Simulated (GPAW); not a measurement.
The system is AgBr.

```
Ag Br
1.0
     0.00000    2.87015    2.87015
     2.87015    0.00000    2.87015
     2.87015    2.87015    0.00000
Ag Br
1 1
Cartesian
  0.0000 0.0000 0.0000
  2.8702 2.8702 2.8702
```

Base run:

| Quantity | Value |
| --- | --- |
| Program | GPAW 26.7.0 |
| Functional | PBEsol |
| Potentials or basis | PAW data sets generated in the run's folder for this functional |
| Cutoff | 600 eV |
| Basis | pw |
| k mesh | 8 × 8 × 8 |
| Occupations | fermi-dirac, width 0.05 eV |
| Spin | no spin polarisation |
| Hubbard terms | Ag d U = 1 eV |

Its results: band gap on the k mesh 0.68 eV, indirect (least direct gap 2.50 eV); pressure -1.2 GPa.

Task: After a change of settings the same cell gave: band gap on the k mesh 0.86 eV, indirect (least direct gap 2.55 eV); pressure -1.0 GPa. Which change was it?
A. hubbard terms from Ag d U = 1 eV to none
B. hubbard terms from Ag d U = 1 eV to none; band points from 80 to 60
C. hubbard terms from Ag d U = 1 eV to Ag d U = 6 eV
D. hubbard terms from Ag d U = 1 eV to Ag d U = 2 eV

Result: D.
